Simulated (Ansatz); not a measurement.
Input and command of a calculation in Ansatz (plane waves; scalar-relativistic PAW potentials unless the input names others):

```yaml
crystal:
  lattice:
    - [0.0, 3.91520988, 3.91520988]
    - [3.91520988, 0.0, 3.91520988]
    - [3.91520988, 3.91520988, 0.0]
  atoms:
    - { symbol: Ga, position: [0.0, 0.0, 0.0] }
    - { symbol: "N", position: [0.5, 0.5, 0.5] }
basis:
  ecutwfc: 500
kpoints:
  mp_grid: { grid: [14, 14, 14] }
hamiltonian:
  xc: r2scan
scf:
  occupations: { method: gaussian, width: 0.05 }
  max_iter: 75
output:
  forces: true
  eigenvalues: true
  stress: true
```

```bash
ansatz run input.yaml --threads 1 --pin off --max-ram 1331MiB --backend cpu --events-out ev --progress --plain --runs-dir out
```

Abridged log:
```
Basis set: ecut = 500 eV, 3071 PW (Γ), exchange–correlation on 180×180×180 points (64 copies of the dense FFT grid, shifted against one another)
Bands: 13, of which v1, the nominal top of the filled ones, is band 9 counted from 1 (8 counted from 0)
Symmetry: 48 space group operations
k-points: 104 of 2744
SCF iter   1: F=—  HF=-4166.299533 eV  |F-HF|=—  |Δ(HF+E_count)|=         —  Δρ=6.94e-3  dr2=9.13e-2  dr2_τ=5.51e-3  ethr=1.77e-3  ⟨swp⟩=6.1  Hψ=6977  notcnv=0
SCF iter   2: F=—  HF=-4166.314782 eV  |F-HF|=—  |Δ(HF+E_count)|=   1.52e-2  Δρ=4.14e-3  dr2=4.19e-2  dr2_τ=2.26e-4  ethr=5.07e-4  ⟨swp⟩=2.0  Hψ=3536  notcnv=0
SCF iter   3: F=—  HF=-4166.310428 eV  |F-HF|=—  |Δ(HF+E_count)|=   4.35e-3  Δρ=3.56e-3  dr2=1.90e-2  dr2_τ=2.01e-4  ethr=2.33e-4  ⟨swp⟩=2.0  Hψ=2704  notcnv=0
SCF iter   4: F=—  HF=-4166.304350 eV  |F-HF|=—  |Δ(HF+E_count)|=   6.08e-3  Δρ=1.49e-3  dr2=4.92e-3  dr2_τ=4.60e-5  ethr=1.06e-4  ⟨swp⟩=2.0  Hψ=2704  notcnv=0
SCF iter   5: F=—  HF=-4166.304059 eV  |F-HF|=—  |Δ(HF+E_count)|=   2.92e-4  Δρ=3.39e-4  dr2=3.11e-4  dr2_τ=4.04e-6  ethr=2.73e-5  ⟨swp⟩=2.1  Hψ=1962  notcnv=0
SCF iter   6: F=—  HF=-4166.304074 eV  |F-HF|=—  |Δ(HF+E_count)|=   1.49e-5  Δρ=5.59e-5  dr2=4.08e-6  dr2_τ=1.51e-7  ethr=1.73e-6  ⟨swp⟩=2.1  Hψ=1718  notcnv=0
SCF iter   7: F=—  HF=-4166.304098 eV  |F-HF|=—  |Δ(HF+E_count)|=   2.45e-5  Δρ=1.47e-5  dr2=2.02e-7  dr2_τ=1.57e-9  ethr=2.26e-8  ⟨swp⟩=3.0  Hψ=2564  notcnv=0
SCF iter   8: F=-4166.304098 eV  HF=-4166.304098 eV  |F-HF|=2.81e-8  |Δ(HF+E_count)|=   2.20e-7  Δρ=2.35e-6  dr2=8.60e-9  dr2_τ=5.75e-10  ethr=5.56e-10  ⟨swp⟩=5.3  Hψ=5822  notcnv=0
SCF 1 converged in 8 iterations: F = -4166.304098 eV  dr2 = 8.60e-9
SCF converged after 8 iterations
Free energy (F): -4166.304098 eV
Harris-Foulkes:  -4166.304098 eV  (|F-HF|=2.81e-8)
Internal energy: -4166.277584 eV  (E = F + TS)
E sigma→0 (E₀):  -4166.290841 eV
Entropy (-TS):   -0.026515 eV (-13.257 meV/atom)
Fermi energy:    -1.846316 eV
--- Forces (eV/Å), atoms counted from 1 ---
  atom   1  Ga     0.00000000     0.00000000     0.00000000
  atom   2  N      0.00000000     0.00000000     0.00000000
--- Stress (GPa, compression-positive) ---
       -3.549420       0.000000       0.000000
        0.000000      -3.549420       0.000000
        0.000000       0.000000      -3.549420
  P = ⅓ Tr σ = -3.5494 GPa (-35.494 kbar)
```

**Question.** The run was meant for a cell not far from equilibrium. What should be changed?

**Answer.** The fault is a lattice typed in bohr (lattice vectors times 1.890). Setting it back cures it. The run converged all the same, with an energy at zero smearing 4.6 eV/atom above the reference's, pressure -3.55 GPa, largest force 0.000 eV/Å, no gap on the mesh, so convergence alone doesn't show that an input is right. A reference run of the cell with lattice vectors 0.0000 2.0718 2.0718; 2.0718 0.0000 2.0718; 2.0718 2.0718 0.0000 Å and the atoms in their places converged with pressure 14.43 GPa, largest force 0.000 eV/Å, gap on the mesh 1.54 eV.